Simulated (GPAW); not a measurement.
Write an ASE script for GPAW 26.7.0 that does the following.

```
Task                : Fermi surface
Functional          : r2SCAN
Potentials or basis : GPAW PAW data sets (gpaw-data 1.2.1)
Cutoff              : 800 eV
Basis               : pw
k mesh              : 5 × 5 × 5
Occupations         : fermi-dirac, width 0.05 eV
Spin                : no spin polarisation
Maxiter             : 150
Fermi k mesh        : 8 × 8 × 8
```

BaTiO3:

```
Ba Ti O
1.0
     3.99980    0.00000    0.00000
     0.00000    3.99980    0.00000
     0.00000    0.00000    4.01800
Ba Ti O
1 1 3
Direct
  0.00000 0.00000 0.00000
  0.50000 0.50000 0.49000
  0.00000 0.50000 0.51700
  0.50000 0.00000 0.51700
  0.50000 0.50000 0.01900
```

The input as run:

run.py

```python
import json
import numpy as np
from ase import Atoms
from ase.dft.bandgap import bandgap
from ase.io import write
from ase.units import GPa
from gpaw import GPAW, PW

atoms = Atoms(['Ba', 'Ti', 'O', 'O', 'O'],
              cell=[[3.9998, 0.0, 0.0],
                    [0.0, 3.9998, 0.0],
                    [0.0, 0.0, 4.018]],
              scaled_positions=[[0.0, 0.0, 0.0],
                                [0.5, 0.5, 0.49],
                                [0.0, 0.5, 0.517],
                                [0.5, 0.0, 0.517],
                                [0.5, 0.5, 0.019]],
              pbc=True)

calc = GPAW(mode=PW(800),
            xc='MGGA_X_R2SCAN+MGGA_C_R2SCAN',
            kpts={'size': (5, 5, 5), 'gamma': True},
            occupations={'name': 'fermi-dirac', 'width': 0.05},
            nbands=36,
            convergence={'density': 1e-05, 'energy': 1e-05},
            maxiter=150,
            txt='gpaw.txt')
atoms.calc = calc
energy = atoms.get_potential_energy()
forces = atoms.get_forces()
stress = atoms.get_stress()
calc.write('gs.gpw')
write('result.traj', atoms)
print(f'Energy: {energy:.6f} eV')
print('Forces (eV/A):')
print(forces.round(4))
print('Stress (GPa):', (stress / GPa).round(3))
print('Fermi level:', round(calc.get_fermi_level(), 4), 'eV')
print(f'Gap: {bandgap(calc)[0]:.4f} eV, direct: {bandgap(calc, direct=True)[0]:.4f} eV')

size = (8, 8, 8)
dense = calc.fixed_density(kpts={'size': size, 'gamma': True}, update_fermi_level=True,
                           convergence={'bands': 'CBM+2.0', 'eigenstates': 1e-7}, txt='dense.txt')
ef = dense.get_fermi_level()
index = np.round(dense.get_bz_k_points() * size).astype(int) % size
recip = 2 * np.pi * atoms.cell.reciprocal()
sheets = []
for s, e_kn in enumerate(dense.eigenvalues()):
    for n in range(e_kn.shape[1] - 2):
        if e_kn[:, n].min() < ef < e_kn[:, n].max():
            e = np.empty(size)
            e[tuple(index.T)] = e_kn[dense.get_bz_to_ibz_map(), n] - ef
            de = np.array([(np.roll(e, -1, c) - np.roll(e, 1, c)) * size[c] / 2 for c in range(3)])
            v = np.linalg.norm(np.einsum('vc,cxyz->vxyz', np.linalg.inv(recip), de), axis=0)
            w = np.exp(-(e / 0.1)**2) / (0.1 * np.pi**0.5)
            sheets.append({'spin': s, 'band': n, 'filled': (e < 0).mean(), 'dos': w.mean(), 'bottom': e.min(), 'top': e.max(),
                           'velocity': (w * v).sum() / w.sum() * 1.519267e5, 'slice': e[:, :, 0].round(3).tolist()})
            print(f'spin {s} band {n}: filled share {sheets[-1]["filled"]:.3f}, from {e.min():.3f} to {e.max():.3f} eV,',
                  f'{w.mean():.3f} states/eV, mean velocity {sheets[-1]["velocity"]:.3e} m/s')
print('Fermi level on the dense mesh:', round(ef, 4), 'eV,', len(sheets), 'sheets')
json.dump({'ef': ef, 'sheets': sheets}, open('fermi.json', 'w'))
```

Potentials or basis: GPAW PAW data sets (gpaw-data 1.2.1), pw.

Launch:

```bash
$ OMP_NUM_THREADS=1 python run.py
```

Results of the run:

```yaml
Pressure: 0.7 GPa
Largest_force: 0.346 eV/Å
Band_gap_on_the_k_mesh: 2.34 eV, indirect (least direct gap 2.46 eV)
```

Caveat: the PAW data sets were made with another functional, which shifts forces and pressure a little; spin-orbit coupling is left out, which moves the levels of the heavy elements; an odd mesh through Γ misses points on the zone boundary, where band edges often lie.

It took 4.8 min on 1 thread of Intel(R) Xeon(R) Platinum 8488C (Sapphire Rapids), on a shared host, peak memory 0.67 GiB.
